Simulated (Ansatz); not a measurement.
**CdS (Hawleyite) in Ansatz: the effect of functional**

CdS (Hawleyite):

```
CELL_PARAMETERS angstrom
0.00000 2.91650 2.91650
2.91650 0.00000 2.91650
2.91650 2.91650 0.00000
ATOMIC_POSITIONS crystal
Cd 0.00000 0.00000 0.00000
S 0.75000 0.75000 0.75000
```

Alike in all runs:

| Quantity | Value |
| --- | --- |
| Program | Ansatz 0.2.0 |
| Task | projected density of states |
| Potentials or basis | Ansatz PAW |
| k mesh | 5 × 5 × 5 |
| Occupations | fermi-dirac, width 0.05 eV |
| Spin | no spin polarisation |

Q: One run gave: gap on the mesh 1.00 eV. Which functional did it use?
A. BLYP
B. r2SCAN
C. PBEsol
D. RPBE
E. PBE0

A: C.

| functional | cutoff | gap on the mesh (eV) |
| --- | --- | --- |
| LDA | 420 eV | 0.86 |
| PBE | 420 eV | 1.14 |
| PBEsol | 420 eV | 1.00 |
| RPBE | 420 eV | 1.33 |
| revPBE | 420 eV | 1.28 |
| BLYP | 420 eV | 1.09 |
| r2SCAN | 500 eV | 1.59 |
| HSE06 | 420 eV | 2.17 |
| PBE0 | 420 eV | 2.82 |

Caveats: odd divisions of the mesh miss points on the zone boundary, where band edges often lie, so the gap on the mesh can be too wide; the density of states is complete only up to the lowest level of the last band computed.

A k mesh can miss the band edges.

Not every run made on this cell is shown here.
